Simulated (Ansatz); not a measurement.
**hcp against bcc along group 15**

Theory: Ansatz, DFT, RPBE, plane waves (420 eV) with PAW, scalar-relativistic. (PAW data from PBE, frozen cores regenerated.)

Each structure is relaxed within its symmetry, in the lowest magnetic state of the tried starts. Differences under about 8 meV lie within the error of the k-point mesh.

```tsv
element	E(hcp) − E(bcc) (meV/atom)	V(hcp) (Å³/atom)	V(bcc) (Å³/atom)	state of hcp	state of bcc
As	?	?	?	?	?
Sb	48	28.04	27.87	spin not included	spin not included
Bi	6	32.52	32.57	spin not included	spin not included
```

Problem. Fill in the row of As.

Solution. E(hcp) − E(bcc) (meV/atom): 68; V(hcp) (Å³/atom): 19.64; V(bcc) (Å³/atom): 19.43; state of hcp: spin not included; state of bcc: spin not included.
